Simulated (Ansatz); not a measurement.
CdS (rocksalt) under strain

CdS built on the rocksalt prototype, relaxed with r2SCAN in the plane-wave code Ansatz. Space group Fm-3m (No. 225), cubic; conventional cell a = 5.454 Å, 20.27 Å³ an atom. Cd has 6 S at 2.73 Å; S has 6 Cd at 2.73 Å.

The axes x, y and z are those of this cell:
```
Cd S
1.0
     0.00000    2.72678    2.72678
     2.72678    0.00000    2.72678
     2.72678    2.72678    0.00000
Cd S
1 1
Cartesian
  0.0000 0.0000 0.0000
  2.7268 2.7268 2.7268
```

Unstrained: r2SCAN gives an indirect gap of 0.753 eV, from L to X; the least direct gap is 2.387 eV at Γ. With HSE06 the valence top lies at L and the conduction bottom at X, 1.243 eV higher; the smallest vertical gap, at Γ, is 2.776 eV. Meshes: r2SCAN 8×8×8, HSE06 6×6×6. Strains are changes of length per length. After each strain the atoms were relaxed again with r2SCAN within the symmetry that the strain leaves, so tilts or polar shifts that break it weren't tested; points keep the names that they have in the unstrained zone. The cell comes from a prototype generator: it can be a known phase or a hypothetical one. Spin polarisation is off.

Changes of the least gap in eV (an overlap counts as a negative gap):

| strain | volume change (%) | space group | r2SCAN | HSE06 | energy rise, r2SCAN (meV/atom) |
| --- | --- | --- | --- | --- | --- |
| epitaxial -1.81 % in the plane normal to [111], free normal strain +1.58 % | -2.1 | R-3m | -0.090 | -0.087 | 6.0 |
| isotropic +4.76 % on every length | +15.0 | Fm-3m | -0.055 | -0.073 | 89.9 |
| uniaxial -1.62 % along z | -1.6 | I4/mmm | -0.101 | -0.101 | 2.4 |

Epitaxial -1.81 % in the plane normal to [111], free normal strain +1.58 %. HSE06: the gap goes from 1.243 to 1.156 eV (-0.087 eV). Stress change with r2SCAN, compression positive: xx +1.78, yy +1.78, zz +1.78, xy -0.89, xz -0.89, yz -0.89 GPa.

Isotropic +4.76 % on every length. HSE06: the gap goes from 1.243 to 1.170 eV (-0.073 eV). Stress change with r2SCAN, compression positive: xx -8.32, yy -8.32, zz -8.32 GPa. For HSE06, dE_g/d ln V = -0.5 eV over this step.

Uniaxial -1.62 % along z, other directions held. HSE06: the gap goes from 1.243 to 1.142 eV (-0.101 eV). Stress change with r2SCAN, compression positive: xx +0.94, yy +0.94, zz +2.45 GPa.

Spin-orbit coupling is left out.

The meshes of the hybrids are coarse, so their gaps aren't converged to the digits shown.
